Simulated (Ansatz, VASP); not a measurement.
**SiO2 (Cristobalite): VASP beside Ansatz**

```xyz
12
Lattice="5.0150 0.0000 0.0000 0.0000 5.0150 0.0000 0.0000 0.0000 7.0091" Properties=species:S:1:pos:R:3 pbc="T T T"
Si    4.0068    1.0082    5.2568
Si    3.5157    3.5157    3.5046
Si    1.0082    4.0068    1.7523
Si    1.4993    1.4993    0.0000
O     0.5189    1.2030    5.7606
O     1.3045    3.0264    0.5037
O     4.4961    3.8119    2.2560
O     3.7105    1.9886    4.0083
O     3.0264    1.3045    6.5054
O     3.8119    4.4961    4.7531
O     1.9886    3.7105    3.0008
O     1.2030    0.5189    1.2485
```

Change from the starting cell: volume scaled by 1.02.

Alike in both runs: task single point; functional PBE; k mesh 6 × 6 × 4; occupations fermi-dirac, width 0.05 eV; no spin polarisation.

|  | VASP | Ansatz |
| --- | --- | --- |
| version | VASP 6.6.1 | Ansatz 0.2.0 |
| potentials or method | VASP PAW PBE potentials, release 64 (Si, O) | Ansatz PAW |
| plane-wave cutoff (eV) | 520 | 420 |
| valence electrons in the cell | 64 | 64 |

```tsv
	VASP	Ansatz	Ansatz less VASP
gap on the k mesh at the Fermi level (eV)	5.65	5.65	-0.001
least direct gap on the mesh (eV)	5.65	5.65	-0.001
pressure (GPa)	2.9	2.8	-0.11
largest component of the traceless stress (GPa)	0.36	0.38	+0.019
rms of the force components (eV/Å)	0.117	0.115	-0.0019
```

Atom by atom the forces differ by 0.009 eV/Å (rms over components).

Caveats: the pressure holds a Pulay correction of +0.5 GPa for the finite cutoff (Ansatz). A k mesh can miss the band edges.
